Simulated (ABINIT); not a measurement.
Crystal: SiO2.

```
Si O
1.0
     0.00000    4.71626    7.36278
     2.35958    0.00000    7.36278
     2.35958    4.71626    0.00000
Si O
4 8
Direct
  0.93677 0.93677 0.56323
  0.68677 0.68677 0.31323
  0.31323 0.31323 0.68677
  0.56323 0.56323 0.93677
  0.06344 0.43656 0.06344
  0.43656 0.06344 0.43656
  0.81344 0.18656 0.81344
  0.18656 0.81344 0.18656
  0.12500 0.62500 0.62500
  0.62500 0.62500 0.62500
  0.62500 0.62500 0.12500
  0.62500 0.12500 0.62500
```

The cell comes from a database or a generator and needn't be the stable form of this composition.

```yaml
Program: ABINIT 10.8.3 (patched build)
Task: single point
Functional: PBE
Potentials_or_basis: JTH PAW PBE v2.0
Cutoff: 626 eV
k_mesh: 7 × 7 × 7
Occupations: fermi-dirac, width 0.05 eV
Spin: no spin polarisation
```

On this cell: pressure 3.1 GPa; largest force 0.211 eV/Å; band gap on the k mesh 5.76 eV, direct.

The same run follows on a disturbed copy (atoms moved at random, drawn with an rms of 0.05 Å):

```
Si O
1.0
     0.00000    4.71626    7.36278
     2.35958    0.00000    7.36278
     2.35958    4.71626    0.00000
Si O
4 8
Direct
  0.92548 0.94898 0.56909
  0.68862 0.68247 0.30516
  0.32207 0.31150 0.68050
  0.55574 0.57037 0.94119
  0.05928 0.44510 0.06938
  0.44263 0.05456 0.42860
  0.80499 0.18584 0.82166
  0.17316 0.81684 0.19275
  0.11424 0.63601 0.63623
  0.62574 0.61971 0.63216
  0.63257 0.61859 0.12270
  0.63303 0.11809 0.62429
```

What does the disturbed cell give?

The energy moves by +45.2 meV/atom; pressure 3.6 GPa; largest force 3.125 eV/Å; band gap on the k mesh 5.57 eV, direct.

Forces on the atoms (eV/Å):
```
Si  -1.675  2.121 -0.287
Si   1.056  2.801  0.899
Si   0.464 -0.831 -1.814
Si   0.271  1.026 -1.974
O   -1.224  0.018  0.344
O    1.809  0.197  1.247
O    2.158  0.444  1.928
O   -1.552  0.124  1.824
O   -0.580  0.435 -0.137
O   -1.020 -2.131  1.493
O   -0.800 -1.870 -1.803
O    1.093 -2.332 -1.719
```

Stress tensor (GPa, compression positive):
```
 2.08  0.36 -0.05
 0.36  5.29  2.97
-0.05  2.97  3.53
```

Caveats: an odd mesh through Γ misses points on the zone boundary, where band edges often lie; the atomic spheres overlap.
